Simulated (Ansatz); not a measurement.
## ZnSe: do energies and stresses tell the same story?

Level of theory: DFT PBEsol, scalar-relativistic, plane waves, PAW (Ansatz).

Plane waves to 420 eV, a k mesh through Γ of 8×8×8 on the computed 2-atom cell and Gaussian smearing (0.02 eV); no spin polarisation.

Relaxed cell: F-43m, a = 5.633 Å, b = 5.633 Å, c = 5.633 Å, α = 90.00°, β = 90.00°, γ = 90.00°, 2 atoms in the primitive cell.

Energies at zero smearing and pressures from the stress tensor, at volumes with shape and atoms relaxed:
| V (Å³/atom) | E − E(first) (meV/atom) | P (GPa) |
| --- | --- | --- |
| 21.004 | 0.00 | 4.65 |
| 21.674 | -14.08 | 2.14 |
| 22.345 | -18.44 | 0.01 |
| 23.015 | -14.61 | -1.79 |
| 23.685 | -3.82 | -3.32 |

Question: Check P = −dE/dV between neighbouring volumes, and get the bulk modulus from the pressures alone.

Answer: With 1 eV/Å³ = 160.2 GPa:
| middle V (Å³/atom) | −ΔE/ΔV (GPa) | mean P (GPa) |
| --- | --- | --- |
| 21.339 | 3.366 | 3.396 |
| 22.010 | 1.041 | 1.074 |
| 22.680 | -0.916 | -0.891 |
| 23.350 | -2.577 | -2.555 |

The two differ by 0.03 GPa at most. The mean of two end pressures misses the average over a step by about ΔV² P″/12, up to 0.04 GPa here; with that taken off 0.00 GPa remains. Around V = 22.345 Å³/atom, the two neighbours give B = −V ΔP/ΔV = 22.345 × 3.93 / 1.341 = 65.5 GPa, against B0 = 65.2 GPa from the Birch–Murnaghan fit of the energies.